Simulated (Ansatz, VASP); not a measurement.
**Two plane-wave programs on ZnS**

Contents of INCAR:

```
SYSTEM = ZnS
  ALGO = Normal
  EDIFF = 1E-7
  ENCUT = 520
  GGA = PE
  ISIF = 2
  ISMEAR = -1
  LASPH = .TRUE.
  LCHARG = .TRUE.
  LELF = .TRUE.
  LREAL = .FALSE.
  LVHAR = .TRUE.
  LWAVE = .FALSE.
  NBANDS = 26
  NELM = 100
  PREC = Accurate
  SIGMA = 0.02
```

KPOINTS

```
k-points
0
G
  12 12 4
  0 0 0
```

Contents of POSCAR:

```
ZnS
1.0
    3.7921317850      0.0000000000      0.0000000000
   -1.8960658925      3.2840824603      0.0000000000
    0.0000000000      0.0000000000      6.2587052548
Zn S
2 2
Direct
    0.3333333333      0.6666666667      0.0009236661
    0.6666666667      0.3333333333      0.5009236661
    0.3333333333      0.6666666667      0.3740763339
    0.6666666667      0.3333333333      0.8740763339
```

Input for Ansatz:

```yaml
crystal:
  lattice:
    - [3.792131785, 0.0, 0.0]
    - [-1.8960658925, 3.2840824603, 0.0]
    - [0.0, 0.0, 6.2587052548]
  atoms:
    - { symbol: Zn, position: [0.3333333333, 0.6666666667, 0.0009236661] }
    - { symbol: Zn, position: [0.6666666667, 0.3333333333, 0.5009236661] }
    - { symbol: S, position: [0.3333333333, 0.6666666667, 0.3740763339] }
    - { symbol: S, position: [0.6666666667, 0.3333333333, 0.8740763339] }
kpoints:
  mp_grid: { grid: [12, 12, 4] }
  band_path:
    path:
      - [0.0, 0.0, 0.0]
      - [0.5, 0.0, 0.0]
      - [0.3333333333, 0.3333333333, 0.0]
      - [0.0, 0.0, 0.5]
      - [0.5, 0.0, 0.5]
      - [0.3333333333, 0.3333333333, 0.5]
    npoints: 1
hamiltonian:
  xc: pbe
scf:
  occupations: { method: fermi_dirac, width: 0.02 }
  n_extra_bands: 5
output:
  forces: true
  stress: true
  eigenvalues: true
```

Change from the starting cell: epitaxial_xy strain -0.3%.

Alike in both runs: task single point; functional PBE; k mesh 12 × 12 × 4; occupations fermi-dirac, width 0.02 eV; no spin polarisation.

```csv
,VASP,Ansatz
version,VASP 6.6.1,Ansatz 0.2.0
potentials or method,"VASP PAW PBE potentials, release 64 (Zn, S)","plane waves, PAW"
plane-wave cutoff (eV),520,420
valence electrons in the cell,36,36
```

```csv
,VASP,Ansatz,Ansatz less VASP
gap on the k mesh at the Fermi level (eV),2.22,2.22,-0.005
pressure (GPa),2.8,2.6,-0.18
largest component of the traceless stress (GPa),0.35,0.36,+0.005
```

The functional is the same, so the differences come from potentials, cutoffs and numerics.

A k mesh can miss the band edges.
